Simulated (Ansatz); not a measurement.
# HfGe2As4 bilayer (AA') in a perpendicular field, part 2 of 2

Aim: how the HfGe2As4 bilayer (AA') screens a field along its normal, and what the field does to its bands. A positive field points along +c.

Ansatz 0.2.0; plane-wave DFT, r2SCAN-D4, Ansatz PAW.

So far, gap along the path (eV): step 3 (single point, field 0) 0.163; step 5 (field -0.05 V/Å) 0.149; step 6 (field 0.1 V/Å) 0.126; step 7 (field 0.2 V/Å) 0.0818; step 8 (field 0.3 V/Å) 0.0462.

**9. Response, atoms held**

This step: plane-wave DFT, r2SCAN-D4, Ansatz PAW; response to a field along the normal, atoms held (Ansatz 0.2.0).

The dipoles give the slope, and the difference of two potentials shows where the field is screened.

Numbers from this step:

| Item | Value |
| --- | --- |
| equivalent conductor thickness p/(ε₀AE) | 24.64 Å |
| distance between the outer atoms | 23.28 Å |

Dipole of the cell against applied field:

```
applied field (V/Å)  dipole of the cell (e·Å)
             -0.050                   -0.0864
              0.000                   -8.1e-6
              0.050                    0.0864
              0.100                     0.173
              0.200                     0.347
              0.300                     0.522
```

Local field over the applied field, running mean. From the potentials at -0.05 and 0.05 V/Å; running mean over 2.5 Å. Table of local field over applied field by z:

```
z (Å)  local field over applied field
    5                           0.995
    6                           0.955
    7                           0.769
    8                           0.427
    9                           0.121
   10                          0.0531
   11                          0.0700
   12                          0.0474
   13                          0.0331
   14                          0.0193
   15                          0.0271
   16                          0.0211
   17                          0.0408
   18                          0.0315
   19                          0.0523
   20                           0.140
   21                           0.153
   22                          0.0743
   23                          0.0326
   24                          0.0360
   25                          0.0317
   26                          0.0213
   27                          0.0216
   28                          0.0318
   29                          0.0347
   30                          0.0756
   31                          0.0526
   32                          0.0803
   33                           0.330
   34                           0.681
   35                           0.925
   36                           0.990
```

The induced electron density oscillates, so the rows of the table below give means over windows of 1 Å about each position, cut where the curve ends. Its maxima inside the range that stand out by 2 % of the span (Å: e/Å³ per V/Å): 7.9: 0.00343, 11.1: 6.5e-4, 12.5: 8.6e-4, 14.6: 0.00105, 16.3: 1.8e-4, 17.8: 9.1e-4, 21.3: 0.00118, 24.2: 5.3e-4, 25.8: 5.2e-4, 27.9: 0.00113, 29.4: 2.0e-4, 31.1: 0.00143. Its minima: 10.2: -0.00143, 11.9: -2.0e-4, 13.5: -0.00115, 15.6: -5.2e-4, 17.0: -5.3e-4, 20.0: -0.00118, 23.5: -9.1e-4, 25.0: -1.8e-4, 26.7: -0.00105, 28.9: -8.6e-4, 30.2: -6.5e-4, 33.4: -0.00343.

Electrons, planar mean, per unit field. Induced electron density against z; means over each step:

```
z (Å)  induced electron density (e/Å³ per V/Å)
    5                                   2.8e-5
    6                                   2.5e-4
    7                                  0.00151
    8                                  0.00288
    9                                   9.1e-4
   10                                  -6.5e-4
   11                                   2.3e-4
   12                                   2.5e-4
   13                                  -1.5e-5
   14                                  -7.5e-5
   15                                   2.0e-4
   16                                  -1.2e-4
   17                                  -2.6e-4
   18                                   4.6e-4
   19                                  -4.7e-4
   20                                  -9.1e-4
   21                                   6.7e-4
   22                                   6.2e-4
   23                                  -2.0e-4
   24                                   1.5e-5
   25                                   7.1e-5
   26                                   1.8e-4
   27                                  -4.4e-4
   28                                   4.8e-4
   29                                  -4.7e-4
   30                                  -3.3e-4
   31                                   8.3e-4
   32                                  -6.6e-4
   33                                 -0.00236
   34                                 -0.00214
   35                                  -4.4e-4
   36                                  -5.3e-5
```

The smaller of the gaps on the path and on the k-mesh, counted as 0 under 0.03 eV. Gap against applied field:

```
applied field (V/Å)  gap (eV)
             -0.050     0.149
              0.000     0.163
              0.050     0.149
              0.100     0.126
              0.200    0.0818
              0.300    0.0462
```

By hand: between -0.05 and 0.05 V/Å the dipole changes by 0.1728 e·Å, a slope of 1.728 e·Å²/V. A perfect conductor of thickness t has p = ε₀AEt, so t = 180.95 × 1.728 / 12.700 = 24.63 Å (e/ε₀ = 180.95 V·Å, A in Å²).

The induced dipole is that of a conductor 24.64 Å thick.

**10. A changed input**

This step: plane-wave DFT, r2SCAN-D4, Ansatz PAW (Ansatz 0.2.0).

An input spoilt on purpose, to show how the run answers: it repeats the earlier run at 0.05 V/Å with efield.ramp_width from 0.06 to 0.9, and scf.max_iter set to 60.

Input file input.yaml:

```yaml
crystal:
  lattice:
    - [3.8293835317, 0.0, 0.0]
    - [-1.9146917658, 3.3163434193, 0.0]
    - [0.0, 0.0, 41.2752417928]
  atoms:
    - { symbol: As, position: [0.0, 0.0, 0.2180483895] }
    - { symbol: Ge, position: [0.3333333333, 0.6666666667, 0.2445450405] }
    - { symbol: As, position: [0.3333333333, 0.6666666667, 0.3029402712] }
    - { symbol: Hf, position: [0.0, 0.0, 0.3396964757] }
    - { symbol: As, position: [0.3333333333, 0.6666666667, 0.3763903753] }
    - { symbol: Ge, position: [0.3333333333, 0.6666666667, 0.4347770264] }
    - { symbol: As, position: [0.0, 0.0, 0.4612511911] }
    - { symbol: As, position: [0.3333333333, 0.6666666667, 0.5387488089] }
    - { symbol: Ge, position: [0.0, 0.0, 0.5652229736] }
    - { symbol: As, position: [0.0, 0.0, 0.6236096247] }
    - { symbol: Hf, position: [0.3333333333, 0.6666666667, 0.6603035243] }
    - { symbol: As, position: [0.0, 0.0, 0.6970597288] }
    - { symbol: Ge, position: [0.0, 0.0, 0.7554549595] }
    - { symbol: As, position: [0.3333333333, 0.6666666667, 0.7819516105] }
kpoints:
  mp_grid: { grid: [12, 12, 1] }
  band_path:
    path: [[0, 0, 0], [0.5, 0, 0], [0.33333333, 0.33333333, 0], [0, 0, 0]]
    npoints: 16
hamiltonian:
  xc: r2scan
  dispersion: d4
scf:
  occupations: { method: fermi_dirac, width: 0.02585 }
  convergence: { dr2_threshold: 1.0e-10 }
  max_iter: 60
efield:
  axis: 3
  dipole_correction: true
  ramp_position: 0.97
  ramp_width: 0.9
  amplitude: 0.05
output:
  write_potential: true
  write_density: true
  volumetric_format: npy
```

On the command line:

```console
$ ansatz run input.yaml --threads 4 --pin off --max-ram 12288MiB --backend cpu --events-out ev --progress --plain --runs-dir out
```

Run time: 0.84 s. Hardware: 4 threads of Arm Neoverse V1, shared host; peak memory 1.3 GiB.

The input was rejected at the start.

The program's message: “Error: efield: ion 0 (As) at fractional coordinate 0.2180 along the field axis lies inside the sawtooth ramp with 2 of the planes that the density is read on at each end, [0.9637, 0.8763] — the ramp m …”

The fault put into the input: a ramp so wide that it reaches the atoms.

**11. Varying the input**

An input spoilt on purpose, to show how the run answers: it repeats the earlier run at 0.05 V/Å with efield.axis from 3 to 1, and scf.max_iter set to 60.

input.yaml, as its differences from that of step 10:

```diff
@@ -33,6 +33,6 @@
 efield:
-  axis: 3
+  axis: 1
   dipole_correction: true
   ramp_position: 0.97
-  ramp_width: 0.9
+  ramp_width: 0.06
   amplitude: 0.05
```

Wall time 1 s (4 threads); peak memory 1.8 GiB.

The program refused the input before any cycle.

The program's message: “Error: efield: ion 0 (As) at fractional coordinate 0.0000 along the field axis lies inside the sawtooth ramp with 2 of the planes that the density is read on at each end, [0.9033, 0.0967] — the ramp m …”

The fault put into the input: the field along an axis without vacuum.

**12. Results**

| Quantity | Value |
| --- | --- |
| gap without field | 0.163 eV |
| ionisation energy, upper face | 5.28 eV |
| electron affinity, upper face | 5.12 eV |
| equivalent conductor thickness, atoms held | 24.6 Å |

What this shows: The induced dipole equals that of a perfect conductor 24.64 Å thick, while the outer atoms lie 23.28 Å apart; an out-of-plane ε follows only once a thickness t is chosen, by 1 − 1/ε = 24.64 Å / t. The gap goes from 0.16 eV to 0.05 eV at 0.3 V/Å. Semilocal functionals give gaps that are too small, and excitons are not included. Spin-orbit coupling is left out, which matters for the bands of elements this heavy. The outer anions sit over the metal atoms, one of several polytypes of such layers and not the lowest for every compound.

[Logs are printed without paths, hosts, clocks, repeated set-up lines and the standing remarks that a program may print on its own settings, such as how far it seeks lower states.]

[Hosts, paths, dates, database ids (printed as entryN), source tags and the programs' standing remarks are cut or masked in the printed files.]

[Maps of the electrostatic potential energy from Ansatz leave out the sawtooth potential of an applied field or a dipole correction, so their vacuum need not be flat; planar profiles and work functions include it.]
